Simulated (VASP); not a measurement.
# Settings for GeSe: relaxation of the atoms

GeSe, molecule in box, 2 atoms in the cell. PBE; PAW potentials Ge_d, Se (PBE set). VASP 6.6.1.

Wanted: energy within 2 meV/atom; shortest distances from each atom, periodic images included within 0.005 Å.

What the run is for: geometry; Accuracy asked: standard.

POSCAR:
```
GeSe
1.0
    9.0000000000      0.0000000000      0.0000000000
    0.0000000000      9.0000000000      0.0000000000
    0.0000000000      0.0000000000     12.0000000000
Ge Se
1 1
Direct
    0.5075180000      0.5087210000      0.4155450000
    0.4975100000      0.5046320000      0.5905580000
```

The series start from Plane-wave cutoff (eV): 400; Ionic threshold (EDIFFG): -0.01; Electronic threshold (eV): 1e-6; Precision mode (PREC): Accurate; Relaxation algorithm: IBRION=2. Each series keeps the choices made before it, and each single choice may use up half of a tolerance.

## Plane-wave cutoff (eV)

| Plane-wave cutoff (eV) | Energy less reference (meV/atom) | Shortest distances from each atom, periodic images included, largest deviation (Å) | SCF iterations | Time (s) |
|---|---|---|---|---|
| 280 | 9.0 | 0.0001 | 57 | 58 |
| 310 | 0.5 | 0.0000 | 56 | 72 |
| 360 | -0.2 | 0.0001 | 56 | 131 |
| 400 | 0.3 | 0.0001 | 56 | 96 |
| 500 | 0.1 | 0.0000 | 56 | 207 |
| 620 (reference) | 0.0 | 0.0000 | 56 | 316 |

Chosen: 310, the loosest value from which every tighter one stays within half of the tolerance.

## Ionic threshold (EDIFFG)

| Ionic threshold (EDIFFG) | Energy less reference (meV/atom) | Shortest distances from each atom, periodic images included, largest deviation (Å) | SCF iterations | Time (s) |
|---|---|---|---|---|
| -0.1 | 0.0 | 0.0000 | 56 | 84 |
| -0.05 | 0.0 | 0.0000 | 56 | 92 |
| -0.02 | 0.0 | 0.0000 | 56 | 71 |
| -0.01 | 0.0 | 0.0000 | 56 | 72 |
| -0.005 | 0.0 | 0.0000 | 56 | 89 |
| -0.002 (reference) | 0.0 | 0.0000 | 104 | 169 |

Chosen: -0.1.

## Electronic threshold (eV)

| Electronic threshold (eV) | Energy less reference (meV/atom) | Shortest distances from each atom, periodic images included, largest deviation (Å) | SCF iterations | Time (s) |
|---|---|---|---|---|
| 0.0001 | 0.4 | 0.0032 | 29 | 43 |
| 1e-5 | 0.0 | 0.0000 | 48 | 60 |
| 1e-6 | 0.0 | 0.0000 | 56 | 84 |
| 1e-7 (reference) | 0.0 | 0.0000 | 65 | 80 |

Chosen: 1e-5.

## Precision mode (PREC)

| Precision mode (PREC) | Energy less reference (meV/atom) | Shortest distances from each atom, periodic images included, largest deviation (Å) | SCF iterations | Time (s) |
|---|---|---|---|---|
| Normal | -0.4 | 0.0001 | 49 | 30 |
| Accurate (reference) | 0.0 | 0.0000 | 48 | 60 |

Chosen: Normal.

## Relaxation algorithm

| Relaxation algorithm | Energy less reference (meV/atom) | Shortest distances from each atom, periodic images included, largest deviation (Å) | SCF iterations | Time (s) |
|---|---|---|---|---|
| IBRION=2 | 0.0 | 0.0000 | 49 | 30 |
| IBRION=2 POTIM=0.2 | 0.1 | 0.0044 | 35 | 22 |
| IBRION=2 POTIM=0.8 | 0.0 | 0.0006 | 51 | 41 |
| IBRION=1 | 0.0 | 0.0014 | 53 | 45 |
| IBRION=1 POTIM=0.2 | 0.1 | 0.0044 | 35 | 26 |
| IBRION=1 POTIM=0.3 NFREE=3 | 0.1 | 0.0024 | 41 | 22 |
| IBRION=3 POTIM=0.2 SMASS=0.4 | 0.1 | 0.0006 | 46 | 41 |
| IBRION=3 POTIM=0.3 | 0.0 | 0.0003 | 50 | 45 |

Chosen: IBRION=2; no other choice that stays within half of the tolerance saves 30 % of the time.

## All choices together

| Input | Energy less reference (meV/atom) | Shortest distances from each atom, periodic images included, largest deviation (Å) | Time (s) |
|---|---|---|---|
| the program's defaults (naive) | 10.8 | 0.0069 | 14 |
| chosen settings | 0.1 | 0.0001 | 30 |
| reference settings throughout | 0.0 | 0.0000 | 269 |

The tolerance is met.

Values of the reference run: Shortest distances from each atom, periodic images included: 2.159, 9, 9, 9, 2.159, 9, 9, 9 Å.

## The input

INCAR:
```
GGA = PE
ISMEAR = 0
SIGMA = 0.03
LWAVE = False
LCHARG = False
ISIF = 0
NSW = 120
PREC = Normal
LASPH = True
LREAL = False
ALGO = Normal
EDIFF = 1E-5
NELM = 120
GGA_COMPAT = False
IBRION = 2
EDIFFG = -0.1
NELMIN = 4
ENCUT = 310
EFERMI = MIDGAP
NELMDL = -8
```

KPOINTS:
```
k-points
0
Gamma
  1 1 1
```

Commands:
```
cat potpaw_PBE.64/Ge_d/POTCAR potpaw_PBE.64/Se/POTCAR > POTCAR
mpirun -np 1 vasp_gam > vasp.out
```

The chosen input took VASP 6.6.1 30 s on 1 core (Intel Xeon Platinum 8488C (Sapphire Rapids)), a shared host.

## An input that fails: smearing far too wide

It runs to its end, but against the unchanged starting input it is off by 30.9 meV/atom in the energy, 0.0075 Å in the shortest distances from each atom, periodic images included.

Changes against the starting input:
```
- SIGMA = 0.03
- NSW = 120
- NELM = 120
+ SIGMA = 1.0
+ NSW = 30
+ NELM = 82
```
